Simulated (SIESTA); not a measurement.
TiPt3 under changes of volume

One of the cells (15.091 Å³/atom); the others are scaled copies at fixed shape and fractional positions:

```
CELL_PARAMETERS angstrom
3.92281 0.00000 0.00000
0.00000 3.92281 0.00000
0.00000 0.00000 3.92281
ATOMIC_POSITIONS crystal
Pt 0.50000 0.50000 0.00000
Pt 0.50000 0.00000 0.50000
Pt 0.00000 0.50000 0.50000
Ti 0.00000 0.00000 0.00000
```

- Program: SIESTA 5.4.2
- Functional: PBEsol
- Potentials or basis: PseudoDojo 0.4 standard (PBEsol files)
- Basis: DZP (energy shift 0.003 Ry; two zetas on semicore shells)
- Grid cutoff: 800 Ry
- Energy shift: 0.003 Ry
- k mesh: 7 × 7 × 7
- Occupations: fermi-dirac, width 0.05 eV
- Spin: no spin polarisation

```tsv
volume (Å³/atom)	energy over the lowest point (meV/atom)	pressure (GPa)
13.908	?	?
14.204	32.31	15.6
14.500	9.73	8.9
15.091	0.00	-2.7
15.387	9.51	-7.5
15.683	27.40	-11.8
```

What does the run at 13.908 Å³/atom give?

Energy over the lowest point 67.84 meV/atom; pressure 23.0 GPa.

Worked out: A Birch-Murnaghan fit of order 3 (a polynomial in V^(-2/3)) to the other rows has its minimum at 14.93 Å³/atom with B0 = V·E''(V) = 273 GPa and B' = 6.0. It gives 68.89 meV/atom at 13.908 Å³/atom, against the run's 67.84, and -dE/dV = 24.0 GPa, against 23.0.

Energies are extrapolated to zero smearing.

Caveats: short orbitals over semicore shells can move pressures by several GPa; the basis of atomic orbitals isn't converged, which shifts pressures, moduli and gaps.
